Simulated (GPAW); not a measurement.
The system is Pd.

```
Pd
1.0
     0.00000    1.94650    1.94650
     1.94650    0.00000    1.94650
     1.94650    1.94650    0.00000
Pd
1
Direct
  0.00000 0.00000 0.00000
```

```yaml
Program: GPAW 26.7.0
Task: relaxation of cell and atoms
Functional: PBEsol
Dispersion: D3
Potentials_or_basis: PAW data sets generated in the run's folder for this functional
Cutoff: 600 eV
Basis: pw
k_mesh: 12 × 12 × 12
Occupations: fermi-dirac, width 0.05 eV
Spin: no spin polarisation
```

At the start: pressure -8.5 GPa; volume 14.75 Å³/atom.

How do energy, volume and symmetry change on relaxing?

Over 3 steps the energy falls by 17.9 meV/atom and the volume is 14.12 Å³/atom (-4.3 %); space group Fm-3m (No. 225, to 0.05 Å).

The path:
```
step  energy change (eV)  largest force (eV/Å)  pressure (GPa)  volume (Å³)
   1              0.0000                0.0000           -8.55        14.75
   2             -0.0170                0.0000           -2.01        14.26
   3             -0.0179                0.0000            0.17        14.12
```

Final structure:
```
Pd
1.0
     0.00000    1.91838    1.91838
     1.91838    0.00000    1.91838
     1.91838    1.91838    0.00000
Pd
1
Direct
  0.00000 0.00000 0.00000
```

Caveat: later steps reuse the first step's grids; pairwise dispersion overbinds metals, which lowers pressure and volume.
